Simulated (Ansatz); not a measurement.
Wanted: the native input for an Ansatz 0.2.0 run.

```
Task                : single point
Functional          : PBE
Potentials or basis : all-electron LAPW, scalar-relativistic
Cutoff              : 266 eV (chosen from the basis error)
Basis error allowed : 0.001 eV/atom
k mesh              : 12 × 12 × 12
Occupations         : gaussian, width 0.011 eV
Spin                : no spin polarisation
```

The system is Pd.

```
Pd
1.0
     0.00000    1.94650    1.94650
     1.94650    0.00000    1.94650
     1.94650    1.94650    0.00000
Pd
1
Direct
  0.00000 0.00000 0.00000
```

The input as run:

input.yaml

```yaml
crystal:
  lattice:
    - [0.0, 1.9465, 1.9465]
    - [1.9465, 0.0, 1.9465]
    - [1.9465, 1.9465, 0.0]
  atoms:
    - { symbol: Pd, position: [0.0, 0.0, 0.0] }
kpoints:
  mp_grid: { grid: [12, 12, 12] }
scf:
  occupations: { method: gaussian, width: 0.011 }
hamiltonian:
  xc: pbe
  pseudopotentials: { kind: all_electron, lapw: { basis_error: 0.001 } }
output:
  forces: true
  stress: true
  eigenvalues: true
```

Potentials or basis: all-electron LAPW, scalar-relativistic.

The run is started by

```bash
$ ansatz run input.yaml --threads 1 --pin off --max-ram 3072MiB --backend cpu --events-out ev --progress --plain --runs-dir out
```

It gave:

```yaml
Pressure: 6.8 GPa
Band_gap_on_the_k_mesh: none (metal or under the smearing width)
```

It took 7.1 s on 1 thread of Arm Neoverse V1, on a shared host, peak memory 0.26 GiB.
